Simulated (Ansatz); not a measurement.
## Si under changes of volume

One of the cells (20.165 Å³/atom); the others are scaled copies at fixed shape and fractional positions:

```
Si
1.0
     0.00000    2.72185    2.72185
     2.72185    0.00000    2.72185
     2.72185    2.72185    0.00000
Si
2
Direct
  0.50000 0.50000 0.50000
  0.75000 0.75000 0.75000
```

```yaml
Program: Ansatz 0.2.0
Functional: LDA
Potentials_or_basis: all-electron LAPW, point nuclei
Cutoff: 242 eV (chosen from the basis error)
Basis_error_allowed: 0.0005 eV/atom
k_mesh: 8 × 8 × 8
Occupations: fermi-dirac, width 0.15 eV
Spin: no spin polarisation
```

```tsv
volume (Å³/atom)	energy over the lowest point (meV/atom)	pressure (GPa)
18.955	?	?
19.358	1.72	1.7
19.761	0.00	-0.4
20.165	3.16	-2.2
20.568	10.72	-3.8
20.971	22.21	-5.3
21.375	37.24	-6.6
```

Q: What does the run at 18.955 Å³/atom give?

A: Energy over the lowest point 8.89 meV/atom; pressure 3.9 GPa.

Worked out: A Birch-Murnaghan fit of order 3 (a polynomial in V^(-2/3)) to the other rows has its minimum at 19.70 Å³/atom with B0 = V·E''(V) = 97 GPa and B' = 4.4. It gives 8.92 meV/atom at 18.955 Å³/atom, against the run's 8.89, and -dE/dV = 4.0 GPa, against 3.9.

Energies are extrapolated to zero smearing.
